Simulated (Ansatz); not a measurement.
# Residual resistivity of an alloy: Ir(111) with 4 layers of random Ir-Ru, 2x2

Aim: the residual resistivity of a random alloy, from Ir(111) with 4 layers of random Ir-Ru, 2x2 and longer regions.

Main program and level: Ansatz 0.2.0; Ansatz plane-wave DFT, PBE, PAW files; ballistic transport by layer matching (Landauer), zero bias; PAW set soft_1.

## Step 1: Starting point

The cell holds 40 atoms: 38 Ir and 2 Ru. Its edges and angles: a = 5.430 Å, b = 5.430 Å, c = 22.222 Å, α = 93.5°, β = 86.5°, γ = 120.0°. It derives from Ir. Regions: lead, 24 atoms (24 Ir); scattering region, 16 atoms (14 Ir and 2 Ru). The structure is stacked along c, and the current runs across the ab planes.

## Step 2: With 4 alloy layers

In 4 layers a share of 0.125 of the sites is given to Ru at random. The layers about the cell's end stay perfect and serve as the lead. Energies from -0.05 to 0.05 eV in steps of 0.05 eV are too few for the program's thermal sum, so it prints no conductance; for a metal the transmission near the Fermi level serves, at a fraction of the cost.

input.yaml reads:

```yaml
crystal:
  lattice:
    - [5.4297315514, 0.0, 0.0]
    - [-2.7148657757, 4.7022854592, 0.0]
    - [1.3574328878, -0.7837142432, 22.1667862353]
  atoms:
    - { symbol: Ir, position: [0.9916666667, 0.0083333333, 0.05] }
    - { symbol: Ir, position: [0.9916666667, 0.5083333333, 0.05] }
    - { symbol: Ir, position: [0.4916666667, 0.0083333333, 0.05] }
    - { symbol: Ir, position: [0.4916666667, 0.5083333333, 0.05] }
    - { symbol: Ir, position: [0.1416666667, 0.3583333333, 0.15] }
    - { symbol: Ir, position: [0.1416666667, 0.8583333333, 0.15] }
    - { symbol: Ir, position: [0.6416666667, 0.3583333333, 0.15] }
    - { symbol: Ir, position: [0.6416666667, 0.8583333333, 0.15] }
    - { symbol: Ir, position: [0.2916666667, 0.2083333333, 0.25] }
    - { symbol: Ir, position: [0.2916666667, 0.7083333333, 0.25] }
    - { symbol: Ir, position: [0.7916666667, 0.2083333333, 0.25] }
    - { symbol: Ir, position: [0.7916666667, 0.7083333333, 0.25] }
    - { symbol: Ir, position: [0.9416666667, 0.0583333333, 0.35] }
    - { symbol: Ir, position: [0.9416666667, 0.5583333333, 0.35] }
    - { symbol: Ir, position: [0.4416666667, 0.0583333333, 0.35] }
    - { symbol: Ir, position: [0.4416666667, 0.5583333333, 0.35] }
    - { symbol: Ir, position: [0.0916666667, 0.4083333333, 0.45] }
    - { symbol: Ir, position: [0.0916666667, 0.9083333333, 0.45] }
    - { symbol: Ir, position: [0.5916666667, 0.4083333333, 0.45] }
    - { symbol: Ir, position: [0.5916666667, 0.9083333333, 0.45] }
    - { symbol: Ir, position: [0.2416666667, 0.2583333333, 0.55] }
    - { symbol: Ir, position: [0.2416666667, 0.7583333333, 0.55] }
    - { symbol: Ir, position: [0.7416666667, 0.2583333333, 0.55] }
    - { symbol: Ir, position: [0.7416666667, 0.7583333333, 0.55] }
    - { symbol: Ru, position: [0.8916666667, 0.1083333333, 0.65] }
    - { symbol: Ir, position: [0.8916666667, 0.6083333333, 0.65] }
    - { symbol: Ir, position: [0.3916666667, 0.1083333333, 0.65] }
    - { symbol: Ru, position: [0.3916666667, 0.6083333333, 0.65] }
    - { symbol: Ir, position: [0.0416666667, 0.4583333333, 0.75] }
    - { symbol: Ir, position: [0.0416666667, 0.9583333333, 0.75] }
    - { symbol: Ir, position: [0.5416666667, 0.4583333333, 0.75] }
    - { symbol: Ir, position: [0.5416666667, 0.9583333333, 0.75] }
    - { symbol: Ir, position: [0.1916666667, 0.3083333333, 0.85] }
    - { symbol: Ir, position: [0.1916666667, 0.8083333333, 0.85] }
    - { symbol: Ir, position: [0.6916666667, 0.3083333333, 0.85] }
    - { symbol: Ir, position: [0.6916666667, 0.8083333333, 0.85] }
    - { symbol: Ir, position: [0.8416666667, 0.1583333333, 0.95] }
    - { symbol: Ir, position: [0.8416666667, 0.6583333333, 0.95] }
    - { symbol: Ir, position: [0.3416666667, 0.1583333333, 0.95] }
    - { symbol: Ir, position: [0.3416666667, 0.6583333333, 0.95] }
kpoints:
  mp_grid: { grid: [5, 5, 1] }
hamiltonian:
  xc: pbe
  pseudopotentials: { kind: paw, azcp: { folder: soft_1 } }
scf:
  occupations: { method: fermi_dirac, width: 0.1 }
output:
  transmission:
    leads: [[0, 4]]
    kmesh: [10, 10]
    e_range: [-0.05, 0.05]
    de: 0.05
  write_potential: true
  write_density: true
  volumetric_format: npy
```

Launch:

```
> ansatz run input.yaml --threads 4 --pin off --max-ram 15360MiB --backend cpu --events-out ev --progress --plain --runs-dir out
```

Numbers of over 12 decimals in the logs are rounded to 6 here.

Output:

```text
Engine: ansatz 0.2.0, x86_64-unknown-linux-gnu
Pseudopotentials: kind: paw
Pseudopotential: Ir, paw, valence charge 17, recommended cutoff 420 eV (normal), soft_1/Ir.paw.azcp
Pseudopotential: Ru, paw, valence charge 16, recommended cutoff 420 eV (normal), soft_1/Ru.paw.azcp
Functional definition: PBE
  parameter kappa = 0.804
  parameter beta = 0.066725
  exchange = pbe_x(kappa = kappa, mu = beta*pi^2/3)
  correlation = pbe_c(beta = beta)
Crystal: 40 atoms, lattice volume = 565.966 Å³
Basis set: ecut = 420 eV, 11009 PW (Γ)
Bands: 407, of which v1, the nominal top of the filled ones, is band 339 counted from 1 (338 counted from 0)
Symmetry: 8 space group operations
Space group: P2/m (ITA 10), of the structure as read, at distance tolerance 8.3e-5 Å
k-points: 9 of 25
Non-local potential: Ir, projectors of the file, l = 0: 3, l = 1: 2, l = 2: 2, l = 3: 1
Non-local potential: Ru, projectors of the file, l = 0: 3, l = 1: 2, l = 2: 2, l = 3: 1
PAW form: soft (Blöchl's): semilocal exchange-correlation on the pseudo side does not see the compensation charge
PAW one-centre angular grid: Ir, 590 points (default); XC on 64 Gauss nodes
PAW one-centre angular grid: Ru, 590 points (default); XC on 64 Gauss nodes
Initial density: superposition of atomic densities (chi_scale 0.1, normalization cell)
Initial wavefunctions: pseudopotential atomic-orbital guess
Functional: x = pbe(κ = 0.804, μ = 0.219515), c = pbe(β = 0.066725)
SCF iter   1: F=—  HF=-465363.834127 eV  |F-HF|=—  |Δ(HF+E_count)|=         —  Δρ=7.19e-2  dr2=5.14e1  ethr=3.10e-3  ⟨swp⟩=5.0  Hψ=11419  notcnv=0  defer=47
preconditioner: auto → Kerker (q_TF=auto, 2.812 Å⁻¹)  [metal: Δε(μ)=0.016 eV  Ē_g=7.014 eV  σ=0.100 eV  W_gap=0.04  n_scr=228 (ndim 8)  ℏωp=29.5 eV  f_vac=0.000  D(μ)=33.93/eV (n_scr^D=330)]
SCF iter   2: F=—  HF=-465359.443628 eV  |F-HF|=—  |Δ(HF+E_count)|=    4.39e0  Δρ=3.80e-2  dr2=1.32e1  ethr=3.10e-3  ⟨swp⟩=2.0  Hψ=4659  notcnv=0  defer=168
SCF iter   3: F=—  HF=-465357.889786 eV  |F-HF|=—  |Δ(HF+E_count)|=    1.55e0  Δρ=4.93e-3  dr2=6.15e-1  ethr=1.95e-3  ⟨swp⟩=2.0  Hψ=5083  notcnv=0  defer=168
SCF iter   4: F=—  HF=-465357.900761 eV  |F-HF|=—  |Δ(HF+E_count)|=   1.10e-2  Δρ=1.70e-3  dr2=3.73e-2  ethr=9.07e-5  ⟨swp⟩=2.0  Hψ=4332  notcnv=0  defer=168
SCF iter   5: F=—  HF=-465357.897917 eV  |F-HF|=—  |Δ(HF+E_count)|=   2.84e-3  Δρ=3.88e-4  dr2=2.26e-2  ethr=5.51e-6  ⟨swp⟩=2.0  Hψ=5053  notcnv=0  defer=168
SCF iter   6: F=—  HF=-465357.897699 eV  |F-HF|=—  |Δ(HF+E_count)|=   2.18e-4  Δρ=2.49e-4  dr2=4.23e-3  ethr=3.34e-6  ⟨swp⟩=1.0  Hψ=3488  notcnv=0  defer=168
SCF iter   7: F=—  HF=-465357.897661 eV  |F-HF|=—  |Δ(HF+E_count)|=   3.81e-5  Δρ=3.10e-5  dr2=2.24e-5  ethr=6.24e-7  ⟨swp⟩=1.0  Hψ=3488  notcnv=0  defer=168
SCF iter   8: F=—  HF=-465357.897942 eV  |F-HF|=—  |Δ(HF+E_count)|=   2.81e-4  Δρ=8.68e-6  dr2=1.48e-6  ethr=3.30e-9  ⟨swp⟩=1.2  Hψ=3524  notcnv=0  defer=168
SCF iter   9: F=—  HF=-465357.897942 eV  |F-HF|=—  |Δ(HF+E_count)|=   2.05e-8  Δρ=2.47e-6  dr2=1.16e-7  ethr=2.18e-10  ⟨swp⟩=1.6  Hψ=3496  notcnv=0  defer=168
SCF iter  10: F=-465357.897942 eV  HF=-465357.897942 eV  |F-HF|=8.56e-9  |Δ(HF+E_count)|=   6.34e-9  Δρ=5.35e-7  dr2=9.27e-9  ethr=1.47e-11  ⟨swp⟩=7.8  Hψ=8217  notcnv=0
SCF 1 converged in 10 iterations: F = -465357.897942 eV  dr2 = 9.27e-9
  greatest PAW one-centre occupation: 1.000 electrons in one spin orbital (limit 2), on the Ir atom at site 26 (counted from 0), in its partial waves of l = 0
transmission: 124 of 1240 steps passed
transmission: 248 of 1240 steps passed
[...]
transmission: 1240 of 1240 steps passed
SCF converged after 10 iterations
Free energy (F): -465357.897942 eV
Harris-Foulkes:  -465357.897942 eV  (|F-HF|=8.56e-9)
Internal energy: -465356.752064 eV  (E = F + TS)
E sigma→0 (E₀):  -465357.325003 eV
Entropy (-TS):   -1.145878 eV (-28.647 meV/atom)
Fermi energy:    25.628799 eV
--- Per-component energies (eV) ---
  E_band       = -3305.862667
  E_kinetic    = 21454.720634
  E_local      = -44385.555700  (includes V_loc(G=0)·N_el)
  E_nonlocal   = 8040.361334
  E_hartree    = 16507.733948
  E_xc         = -9100.962952
  E_vxc        = -10200.477101  (∫ρ·V_xc dr)
  E_paw        = -359079.026670  (= ΣΔE_a)
  E_vpaw       = -11230.390804  (= ΣTr[D̂ρ^β])
  E_aug_tail   = 0.014267  (compensation charges beyond the density's cutoff)
  E_ewald      = -98794.036925
  E_smearing   = -1.145878  (= −TS)
  E_closure    = 0.000000  (closes the sum)
  Σ components = -465357.897942   (vs F -465357.897942, Δ=0.00e0)
--- Band table (eV; the first three rows and the last of 9) ---
  k-point 0: bands = [... 335 lower, 26.4467, 26.5135, 26.5206, 26.5210, 26.5214, 26.5467, 26.5501, 26.5506, ... 64 higher]
  k-point 1: bands = [... 335 lower, 25.9041, 25.9411, 25.9662, 25.9997, 26.0167, 26.0609, 26.0843, 26.0907, ... 64 higher]
  k-point 2: bands = [... 335 lower, 24.8970, 25.0125, 25.0538, 25.0682, 25.2214, 25.2269, 25.2361, 25.3464, ... 64 higher]
  k-point 8: bands = [... 335 lower, 24.9273, 24.9423, 24.9448, 24.9722, 25.0202, 25.0642, 25.1974, 25.4049, ... 64 higher]
--- Transmission ---
  basis      : 223 plane waves across, 40 finite elements along
  points     : 31, standing for a mesh of 10 x 10
  energies   : 3 from -0.050000 to 0.050000 eV about the Fermi level, 0.050000 eV apart; the leads are filled to 0.000000 eV, and channels, transmission and decay are at 0.000000 eV
  crystal 0  : Ir4, at the sites [0, 4], period 2.2167 Å, over 19.95 Å; its Hamiltonian steps by up to 1.4 meV
    offset         : up to 0.0000 Å between an atom of the period and one for which it stands
    channels       : 5.780000e0 a spin
    conductance    : none, the energies end too early or step too widely for 300 K: set another output.transmission.e_range or a lower de, or, where they end at an eighth of basis.ecutwfc, a higher one
  junction   : crystal 0 to crystal 0, 3.74 to 23.69 Å
    transmission   : 5.257386e0 a spin
    conductance    : none, the energies end too early or step too widely for 300 K: set another output.transmission.e_range or a lower de, or, where they end at an eighth of basis.ecutwfc, a higher one
```

Elapsed: 2.3 min, on 4 threads of AMD EPYC 9R14 (Zen 4), shared host; peak memory 4.5 GiB; 8.4 min of CPU time.

This step gave:

| Item | Value |
| --- | --- |
| free energy | -465357.8979 eV |
| energy at zero smearing | -465357.3250 eV |
| Fermi energy | 25.63 eV |
| cell area | 25.53 Å² |
| transmission per spin nearest the Fermi level | 5.257 |
| open channels per spin nearest the Fermi level | 5.78 |
| step of the lead's potential | 1.4 meV |

Per spin. Table of transmission, zone mean by energy, zero at the Fermi level:

```
energy (eV)  transmission, zone mean
    -0.0500                     5.27
     0.0000                     5.26
     0.0500                     5.47
```

Per spin. Open channels, zone mean, lead against energy, zero at the Fermi level:

```
energy (eV)  open channels, zone mean, lead
    -0.0500                             5.9
     0.0000                            5.78
     0.0500                            6.14
```

Transmission over k1 and k2. At 0.0000 eV from the Fermi level.

Values, 10 rows by 10 columns:
```
5.35 5.76 4.88 3.88 4.90 5.83 5.75 5.08 4.64 4.92
4.81 4.88 5.19 5.36 5.56 4.83 4.91 4.83 4.70 4.64
4.82 3.88 5.36 4.83 4.86 4.83 5.47 3.92 4.83 5.08
5.70 4.90 5.56 4.86 7.81 7.80 4.85 5.47 4.91 5.75
5.95 5.83 4.83 4.83 7.80 7.84 7.80 4.83 4.83 5.83
5.70 5.75 4.91 5.47 4.85 7.80 7.81 4.86 5.56 4.90
4.82 5.08 4.83 3.92 5.47 4.83 4.86 4.83 5.36 3.88
4.81 4.64 4.70 4.83 4.91 4.83 5.56 5.36 5.19 4.88
5.35 4.92 4.64 5.08 5.75 5.83 4.90 3.88 4.88 5.76
5.73 5.35 4.81 4.82 5.70 5.95 5.70 4.82 4.81 5.35
```
Columns: k1 (b1) from -0.5 to 0.4; rows upwards: k2 (b2) from -0.5 to 0.4.

Open channels over k1 and k2. At 0.0000 eV from the Fermi level.

Ten even steps from '0' (4.00) to '9' (8.00):
```
5520255555
2257752255
2072227025
5272992725
5552999255
5527299272
2520722270
2552257752
5555552025
5522555225
```
Columns: k1 (b1) from -0.5 to 0.4; rows upwards: k2 (b2) from -0.5 to 0.4.

Over the solved energies the transmission per spin lies between 5.26 and 5.47, out of 5.94 channels of the lead on average (up to 6.14).

## Step 3: With 8 alloy layers

In 8 layers a share of 0.125 of the sites is given to Ru at random. A fresh draw is used; the growth of the resistance with length is what counts.

System of this step: Ir(111) with 8 layers of random Ir-Ru, 2x2. The cell holds 56 atoms: 52 Ir and 4 Ru. Cell: a = 5.430 Å, b = 5.430 Å, c = 31.073 Å, α = 87.5°, β = 92.5°, γ = 120.0°. It derives from Ir. Regions: lead, 24 atoms (24 Ir); scattering region, 32 atoms (28 Ir and 4 Ru). The structure is stacked along c, and the current runs across the ab planes.

input.yaml reads:

```yaml
crystal:
  lattice:
    - [5.4297315514, 0.0, 0.0]
    - [-2.7148657757, 4.7022854592, 0.0]
    - [-1.3574328878, 0.7837142432, 31.0335007294]
  atoms:
    - { symbol: Ir, position: [0.005952381, 0.994047619, 0.0357142857] }
    - { symbol: Ir, position: [0.005952381, 0.494047619, 0.0357142857] }
    - { symbol: Ir, position: [0.505952381, 0.994047619, 0.0357142857] }
    - { symbol: Ir, position: [0.505952381, 0.494047619, 0.0357142857] }
    - { symbol: Ir, position: [0.1845238095, 0.3154761905, 0.1071428571] }
    - { symbol: Ir, position: [0.1845238095, 0.8154761905, 0.1071428571] }
    - { symbol: Ir, position: [0.6845238095, 0.3154761905, 0.1071428571] }
    - { symbol: Ir, position: [0.6845238095, 0.8154761905, 0.1071428571] }
    - { symbol: Ir, position: [0.3630952381, 0.1369047619, 0.1785714286] }
    - { symbol: Ir, position: [0.3630952381, 0.6369047619, 0.1785714286] }
    - { symbol: Ir, position: [0.8630952381, 0.1369047619, 0.1785714286] }
    - { symbol: Ir, position: [0.8630952381, 0.6369047619, 0.1785714286] }
    - { symbol: Ir, position: [0.0416666667, 0.9583333333, 0.25] }
    - { symbol: Ir, position: [0.0416666667, 0.4583333333, 0.25] }
    - { symbol: Ru, position: [0.5416666667, 0.9583333333, 0.25] }
    - { symbol: Ir, position: [0.5416666667, 0.4583333333, 0.25] }
    - { symbol: Ir, position: [0.2202380952, 0.2797619048, 0.3214285714] }
    - { symbol: Ir, position: [0.2202380952, 0.7797619048, 0.3214285714] }
    - { symbol: Ir, position: [0.7202380952, 0.2797619048, 0.3214285714] }
    - { symbol: Ir, position: [0.7202380952, 0.7797619048, 0.3214285714] }
    - { symbol: Ir, position: [0.3988095238, 0.1011904762, 0.3928571429] }
    - { symbol: Ir, position: [0.3988095238, 0.6011904762, 0.3928571429] }
    - { symbol: Ir, position: [0.8988095238, 0.1011904762, 0.3928571429] }
    - { symbol: Ir, position: [0.8988095238, 0.6011904762, 0.3928571429] }
    - { symbol: Ir, position: [0.0773809524, 0.9226190476, 0.4642857143] }
    - { symbol: Ir, position: [0.0773809524, 0.4226190476, 0.4642857143] }
    - { symbol: Ir, position: [0.5773809524, 0.9226190476, 0.4642857143] }
    - { symbol: Ir, position: [0.5773809524, 0.4226190476, 0.4642857143] }
    - { symbol: Ru, position: [0.255952381, 0.244047619, 0.5357142857] }
    - { symbol: Ir, position: [0.255952381, 0.744047619, 0.5357142857] }
    - { symbol: Ir, position: [0.755952381, 0.244047619, 0.5357142857] }
    - { symbol: Ir, position: [0.755952381, 0.744047619, 0.5357142857] }
    - { symbol: Ir, position: [0.4345238095, 0.0654761905, 0.6071428571] }
    - { symbol: Ir, position: [0.4345238095, 0.5654761905, 0.6071428571] }
    - { symbol: Ir, position: [0.9345238095, 0.0654761905, 0.6071428571] }
    - { symbol: Ir, position: [0.9345238095, 0.5654761905, 0.6071428571] }
    - { symbol: Ir, position: [0.1130952381, 0.8869047619, 0.6785714286] }
    - { symbol: Ir, position: [0.1130952381, 0.3869047619, 0.6785714286] }
    - { symbol: Ru, position: [0.6130952381, 0.8869047619, 0.6785714286] }
    - { symbol: Ir, position: [0.6130952381, 0.3869047619, 0.6785714286] }
    - { symbol: Ir, position: [0.2916666667, 0.2083333333, 0.75] }
    - { symbol: Ir, position: [0.2916666667, 0.7083333333, 0.75] }
    - { symbol: Ir, position: [0.7916666667, 0.2083333333, 0.75] }
    - { symbol: Ru, position: [0.7916666667, 0.7083333333, 0.75] }
    - { symbol: Ir, position: [0.4702380952, 0.0297619048, 0.8214285714] }
    - { symbol: Ir, position: [0.4702380952, 0.5297619048, 0.8214285714] }
    - { symbol: Ir, position: [0.9702380952, 0.0297619048, 0.8214285714] }
    - { symbol: Ir, position: [0.9702380952, 0.5297619048, 0.8214285714] }
    - { symbol: Ir, position: [0.1488095238, 0.8511904762, 0.8928571429] }
    - { symbol: Ir, position: [0.1488095238, 0.3511904762, 0.8928571429] }
    - { symbol: Ir, position: [0.6488095238, 0.8511904762, 0.8928571429] }
    - { symbol: Ir, position: [0.6488095238, 0.3511904762, 0.8928571429] }
    - { symbol: Ir, position: [0.3273809524, 0.1726190476, 0.9642857143] }
    - { symbol: Ir, position: [0.3273809524, 0.6726190476, 0.9642857143] }
    - { symbol: Ir, position: [0.8273809524, 0.1726190476, 0.9642857143] }
    - { symbol: Ir, position: [0.8273809524, 0.6726190476, 0.9642857143] }
kpoints:
  mp_grid: { grid: [5, 5, 1] }
hamiltonian:
  xc: pbe
  pseudopotentials: { kind: paw, azcp: { folder: soft_1 } }
scf:
  occupations: { method: fermi_dirac, width: 0.1 }
output:
  transmission:
    leads: [[0, 4]]
    kmesh: [10, 10]
    e_range: [-0.05, 0.05]
    de: 0.05
  write_potential: true
  write_density: true
  volumetric_format: npy
```

Output:

```text
[...]
Crystal: 56 atoms, lattice volume = 792.352 Å³
Basis set: ecut = 420 eV, 15385 PW (Γ)
Bands: 569, of which v1, the nominal top of the filled ones, is band 474 counted from 1 (473 counted from 0)
Symmetry: 2 space group operations
[...]
k-points: 9 of 25 (time reversal used)
[...]
SCF iter   1: F=—  HF=-644242.216142 eV  |F-HF|=—  |Δ(HF+E_count)|=         —  Δρ=8.39e-2  dr2=1.05e2  ethr=3.10e-3  ⟨swp⟩=5.0  Hψ=15800  notcnv=0  defer=71
[...]
SCF iter  10: F=-644231.595635 eV  HF=-644231.595635 eV  |F-HF|=1.07e-8  |Δ(HF+E_count)|=   3.19e-8  Δρ=8.22e-7  dr2=1.35e-8  ethr=1.05e-11  ⟨swp⟩=7.7  Hψ=12287  notcnv=0
SCF 1 converged in 10 iterations: F = -644231.595635 eV  dr2 = 1.35e-8
[...]
transmission: 175 of 1736 steps passed
transmission: 349 of 1736 steps passed
[...]
transmission: 1736 of 1736 steps passed
SCF converged after 10 iterations
Free energy (F): -644231.595635 eV
[...]
Internal energy: -644229.919498 eV  (E = F + TS)
E sigma→0 (E₀):  -644230.757567 eV
Entropy (-TS):   -1.676136 eV (-29.931 meV/atom)
Fermi energy:    25.549799 eV
[...]
--- Band table (eV; the first three rows and the last of 9) ---
  k-point 0: bands = [... 470 lower, 26.4089, 26.4184, 26.4421, 26.4445, 26.4446, 26.4479, 26.4654, 26.4794, ... 91 higher]
  k-point 1: bands = [... 470 lower, 25.8832, 25.8924, 25.9055, 25.9160, 25.9376, 25.9513, 25.9621, 25.9804, ... 91 higher]
  k-point 2: bands = [... 470 lower, 24.8492, 24.8671, 24.9141, 24.9628, 25.0247, 25.1243, 25.1684, 25.1919, ... 91 higher]
  k-point 8: bands = [... 470 lower, 24.8917, 24.9126, 24.9489, 24.9491, 24.9906, 25.0573, 25.1217, 25.1688, ... 91 higher]
--- Transmission ---
  basis      : 223 plane waves across, 56 finite elements along
  points     : 31, standing for a mesh of 10 x 10
[...]
channels       : 5.980000e0 a spin
[...]
junction   : crystal 0 to crystal 0, 0.70 to 29.51 Å
    transmission   : 5.163149e0 a spin
[...]
```

It took 5.1 min on 4 threads; peak memory 8.2 GiB.

Numbers from this step:

```
free energy                                    : -644231.5956 eV
energy at zero smearing                        : -644230.7576 eV
Fermi energy                                   : 25.55 eV
transmission per spin nearest the Fermi level  : 5.163
open channels per spin nearest the Fermi level : 5.98
step of the lead's potential                   : 17 meV
```

Per spin. Transmission, zone mean against energy, zero at the Fermi level:

```
energy (eV)  transmission, zone mean
    -0.0500                     5.18
     0.0000                     5.16
     0.0500                     5.30
```

Over the solved energies the transmission per spin lies between 5.16 and 5.30, out of 6.05 channels of the lead on average (up to 6.26).

(Part 1 of 2 ends here.)

[Logs are printed without paths, hosts, clocks, repeated set-up lines and the standing remarks that a program may print on its own settings, such as how far it seeks lower states.]

[Hosts, paths, dates, database ids (printed as entryN), source tags and the programs' standing remarks are cut or masked in the printed files.]
